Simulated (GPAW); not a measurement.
Runs of GPAW 26.7.0 on SnSe2. The structure is trigonal, space group P-3m1 (No. 164). The conventional cell has a = 3.811 Å, b = 3.811 Å, c = 6.136 Å, α = 90.00°, β = 90.00°, γ = 120.00°. Sn (site symmetry -3m) is surrounded by 6 Se at 2.68 Å. Se (site symmetry 3m) has 3 Sn at 2.68 Å as nearest neighbours. 

| task | level | potentials or basis | spin | cell | k mesh | cutoff (eV) | smearing | optimizer | fmax | max steps | target pressure | band path | grid spacing | gap on the mesh (eV) | pressure (GPa) | largest force (eV/Å) |
| --- | --- | --- | --- | --- | --- | --- | --- | --- | --- | --- | --- | --- | --- | --- | --- | --- |
| relaxation of cell and atoms | PBEsol+D4 | PAW data sets generated in the run's folder for this functional, pw | off | relaxed to -1 GPa | 6 × 6 × 3 | 600 | fermi-dirac 0.05 eV | FIRE | 0.02 eV/Å | 40 | -1 GPa | - | - | 0.63 | -1.1 | 0.02 |
| band structure | optPBE-vdW | GPAW PAW data sets (gpaw-data 1.2.1), pw | SOC, no magnetisation | P-3m1, 25.73 Å³/atom | 6 × 6 × 3 | 600 | fermi-dirac 0.05 eV | - | - | - | - | GMKGALHA,LM,KH | - | 0.73 | - | (a) |
| relaxation of cell and atoms | mBEEF | GPAW PAW data sets (gpaw-data 1.2.1), pw | off | relaxed | 6 × 6 × 3 | 600 | fermi-dirac 0.05 eV | BFGS | 0.01 eV/Å | 40 | - | - | - | 1.25 | 0.0 | - |
| dielectric tensor | PBE | GPAW PAW data sets (gpaw-data 1.2.1), pw | off | P-3m1, 27.27 Å³/atom | 7 × 7 × 4 | 400 | fermi-dirac 0.001 eV | - | - | - | - | - | - | (d) | - | - |
| relaxation of cell and atoms | PBEsol+D3(BJ) | PAW data sets generated in the run's folder for this functional, pw | off | relaxed to 20 GPa | 6 × 6 × 3 | 600 | fermi-dirac 0.05 eV | BFGS | 0.02 eV/Å | 60 | 20 GPa | - | - | none | 20.0 | 0.01 |
| band structure | PBE | GPAW PAW data sets (gpaw-data 1.2.1), lcao:dzp | off | P-3m1, 25.73 Å³/atom | 6 × 6 × 3 | - | fermi-dirac 0.05 eV | - | - | - | - | GMKGALHA,LM,KH | 0.2 Å | 0.74 | - | 1.05 |
| dielectric tensor | PBE | GPAW PAW data sets (gpaw-data 1.2.1), pw | off | P-3m1, 26.76 Å³/atom | 7 × 7 × 4 | 400 | fermi-dirac 0.001 eV | - | - | - | - | - | - | (c) | - | - |
| band structure | SOGGA | PAW data sets generated in the run's folder for this functional, pw | SOC, no magnetisation | P-3m1, 25.73 Å³/atom | 6 × 6 × 3 | 600 | fermi-dirac 0.05 eV | - | - | - | - | GMKGALHA,LM,KH | - | 0.64 | (b) | 0.54 |

Task: Estimate the missing entries.

Result: (a) 1.03; (b) 2.2; (c) 0.78; (d) 0.76.

Caveats: spin-orbit coupling is left out, which moves the levels of the heavy elements (some runs); an odd mesh through Γ misses points on the zone boundary, where band edges often lie (some runs); later steps reuse the first step's grids (some runs); this functional lacks dispersion, which binds the layers, so the pressure and a relaxed spacing across them are unreliable (some runs); spin-orbit coupling was added after a scalar SCF, so levels and gaps hold it while energy, forces, pressure and moments don't (some runs); this program's spin-orbit splittings come out too wide for heavy elements (some runs); the PAW data sets were made with another functional, which shifts forces and pressure a little (some runs).

A k mesh can miss the band edges, and rows without SOC leave out spin-orbit coupling on Se, Sn.

A gap of «none» marks a metal or a gap under the smearing width.
